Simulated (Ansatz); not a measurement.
Co$_{3}$Sn$_{2}$: equilibrium cell

Method: DFT PBEsol, scalar-relativistic, plane waves, PAW in Ansatz 0.2.0. Each run relaxes cell and atoms to zero pressure from this start:

```
Co Sn
1.0
     4.22299    0.00000    0.00000
    -2.11150    3.65722    0.00000
     0.00000    0.00000    5.06685
Co Sn
3 2
Direct
  0.00000 0.00000 0.74636
  0.00000 0.00000 0.25364
  0.66667 0.33333 0.00000
  0.66667 0.33333 0.50000
  0.33333 0.66667 0.00000
```

```json
{
 "plane-wave cutoff": "420 eV",
 "occupation rule": "Gaussian smearing, 0.1 eV",
 "list of starting moments (μB, in atom order)": "1.25 1.25 0.55 0 0",
 "check for lower electronic states after the SCF": "on"
}
```

Lengths are those of the conventional cell, space group P-6m2.

| k-mesh | a (Å) | c (Å) | volume (Å³/atom) | gap on mesh (eV) |
| --- | --- | --- | --- | --- |
| 1×1×1 | 3.631 | 8.218 | 18.77 | metal |
| 3×3×2 | 4.173 | 5.031 | 15.18 | metal |
| 6×6×4 | 4.163 | 4.998 | 15.01 | metal |
| 6×6×6 | 4.166 | 4.994 | 15.01 | metal |
| 12×12×8 | 4.163 | 4.993 | 14.99 | metal |

Cost: 5 runs of about 27 core-minutes in all, on Intel Xeon Processor @ 2.50GHz (Skylake/Cascade Lake) (shared hosts).